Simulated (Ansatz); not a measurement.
# ZnS: zone-centre modes at 9 GPa

The calculation used Ansatz, DFT PBE, scalar-relativistic, plane waves, PAW. Plane waves to 420 eV; Γ-centred k mesh 10×10×10; fixed occupations. No spin polarisation. Phonons by linear response, acoustic sum rule imposed.

The cell, relaxed at 9 GPa:
```yaml
crystal:
  lattice:
    - [0.00000, 2.62996, 2.62996]
    - [2.62996, 0.00000, 2.62996]
    - [2.62996, 2.62996, 0.00000]
  atoms:
    - { symbol: Zn, position: [0.00000, 0.00000, 0.00000] }
    - { symbol: S, position: [0.75000, 0.75000, 0.75000] }
```

(1) Is this structure stable against zone-centre distortions?

(2) List the optical modes at Γ without the LO field (i marks imaginary ones).

## Answers

(1) Yes, at Γ: no optical mode is imaginary. Strains and other wave vectors aren't tested by this run.

(2)
| frequency (meV) | degeneracy | IR intensity of the level ((D/Å)²/amu) |
| --- | --- | --- |
| 38.5 | 3 | 11.40 |

Cost: 1 run of about 1.3 core-minutes, on Arm Neoverse V1 (shared hosts).